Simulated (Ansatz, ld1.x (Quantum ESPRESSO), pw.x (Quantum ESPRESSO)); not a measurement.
What a changed setting does to a pw.x run (fcc B)

Potential: norm-conserving RRKJ (Kleinman–Bylander form), ld1.x (Quantum ESPRESSO) 7.5, PBE; core [He], reference 2s2 2p1; waves: 2s (bound): rc 1.20 bohr; 2p (bound): rc 1.90 bohr; 3d channel at 0.1 Ry: rc 1.90 bohr; local part: the d channel; core correction: a·sin(br)/r model core inside 1.20 bohr; rho0 0.02.

The reference run (k-mesh 18³, cutoffs 75/300 Ry, Fermi–Dirac 0.01 Ry, mixing_beta 0.4, conv_thr 1e-9, no spin) gives -3.40 GPa at 5.898 Å³/atom, where all-electron LAPW gives -0.40 GPa. This run, with its own iteration cap, changes startingwfc to random.

```
&control
  calculation='scf', prefix='x', pseudo_dir='./', outdir='./tmp', tstress=.true., disk_io='none'
/
&system
  ibrav=0, nat=1, ntyp=1, ecutwfc=75, ecutrho=300, nbnd=8,
  occupations='smearing', smearing='fd', degauss=0.01
/
&electrons
  conv_thr=1e-09, mixing_beta=0.4, electron_maxstep=50, startingwfc='random'
/
ATOMIC_SPECIES
B 1.0 B.UPF
CELL_PARAMETERS angstrom
  0.00000000 1.43403007 1.43403007
  1.43403007 0.00000000 1.43403007
  1.43403007 1.43403007 0.00000000
ATOMIC_POSITIONS crystal
B 0.0000 0.0000 0.0000
K_POINTS automatic
18 18 18 0 0 0
```

```bash
pw.x < B.scf.in > B.scf.out
```

Q: How does the run end?

A: It converges in 5 iterations; the free energy moves by +0.0 meV/atom and the pressure by +0.00 GPa. The result is that of the reference run.

```
Message from routine setup:
     using ibrav=0 with symmetry is DISCOURAGED, use correct ibrav instead
     lattice parameter (alat)  =       3.8324  a.u.
     unit-cell volume          =      39.8017 (a.u.)^3
     number of electrons       =         3.00
     number of Kohn-Sham states=            8
     kinetic-energy cutoff     =      75.0000  Ry
     charge density cutoff     =     300.0000  Ry
     scf convergence threshold =      1.0E-09
     Exchange-correlation= PBE
     number of k points=   195  Fermi-Dirac smearing, width (Ry)=  0.0100
     iteration #  1     ecut=    75.00 Ry     beta= 0.40
     total energy              =      -5.59685856 Ry
     estimated scf accuracy    <       0.00126883 Ry
     iteration #  2     ecut=    75.00 Ry     beta= 0.40
     total energy              =      -5.59713349 Ry
     estimated scf accuracy    <       0.00045413 Ry
     iteration #  3     ecut=    75.00 Ry     beta= 0.40
     total energy              =      -5.59714155 Ry
     estimated scf accuracy    <       0.00000005 Ry
     iteration #  4     ecut=    75.00 Ry     beta= 0.40
     total energy              =      -5.59714159 Ry
     estimated scf accuracy    <       0.00000001 Ry
     iteration #  5     ecut=    75.00 Ry     beta= 0.40
     the Fermi energy is    14.4132 ev
!    total energy              =      -5.59714159 Ry
     estimated scf accuracy    <          2.8E-10 Ry
     smearing contrib. (-TS)   =      -0.00098964 Ry
     The total energy is F=E-TS. E is the sum of the following terms:
     one-electron contribution =       4.23627930 Ry
     hartree contribution      =       0.01896861 Ry
     xc contribution           =      -2.23794698 Ry
     ewald contribution        =      -7.61345288 Ry
     convergence has been achieved in   5 iterations
          total   stress  (Ry/bohr**3)                   (kbar)     P=      -33.96
     Message from routine punch:
     Nothing written, as per user request (disk_io='none')
```

The run took about 6 s on one core of a shared host (Neoverse-V2, 96 threads, 742 GiB, load 36).
